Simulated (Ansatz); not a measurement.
**Relaxation of AlRu**

Theory: DFT r2SCAN, scalar-relativistic, plane waves, PAW (Ansatz). (500 eV cutoff, 14×14×14 k-mesh, Gaussian smearing of 0.10 eV, no spin polarisation)

What was changed in MgRh: Mg → Al, Rh → Ru on all its sites, cell and atoms relaxed.

Command:

```bash
ansatz run input.yaml --threads 1 --pin off --max-ram 2560MiB --backend cpu --events-out ev --progress --plain --runs-dir out
```

Input:

```yaml
crystal:
  lattice:
    - [2.9709909553, 0.0, 0.0]
    - [0.0, 2.9709909553, 0.0]
    - [0.0, 0.0, 2.9709909553]
  atoms:
    - { symbol: Al, position: [0.0, 0.0, 0.0] }
    - { symbol: Ru, position: [0.5, 0.5, 0.5] }
basis:
  ecutwfc: 500
kpoints:
  mp_grid: { grid: [14, 14, 14] }
hamiltonian:
  xc: r2scan
scf:
  occupations: { method: gaussian, width: 0.1 }
output:
  forces: true
  stress: true
  eigenvalues: true
relax:
  adjacent_minimum: "off"
  f_tol: 0.01
  max_steps: 60
  cell: { stress_tol: 0.1 }
```

F is the free energy. Steps run on the plane waves of an earlier cell, but the last one, and at times one on the way, on a freshly chosen basis, so a repeated geometry can differ a little in energy.

Steps:

```tsv
step	F − F(1) (eV)	largest force component (eV/Å)	V (Å³/atom)	P (GPa)
1	0.0000	0.000	13.112	2.64
2	-0.0022	0.000	13.300	-0.57
3	-0.0024	0.000	13.267	-0.01
4	-0.0025	0.000	13.267	-0.01
```

Relaxed structure:

```yaml
crystal:
  lattice:
    - [2.98261, 0.00000, 0.00000]
    - [0.00000, 2.98261, 0.00000]
    - [0.00000, 0.00000, 2.98261]
  atoms:
    - { symbol: Al, position: [0.00000, 0.00000, 0.00000] }
    - { symbol: Ru, position: [0.50000, 0.50000, 0.50000] }
```

The structure is cubic, space group Pm-3m (No. 221). Conventional cell: a = 2.983 Å, b = 2.983 Å, c = 2.983 Å, α = 90.00°, β = 90.00°, γ = 90.00°. Al (site symmetry m-3m) has 8 Ru at 2.58 Å as nearest neighbours. Ru (site symmetry m-3m) is surrounded by 8 Al at 2.58 Å.

The run converged. Time: 18 s on 1 thread of Intel(R) Xeon(R) Processor @ 2.70GHz, on a shared host, peak memory 0.44 GiB.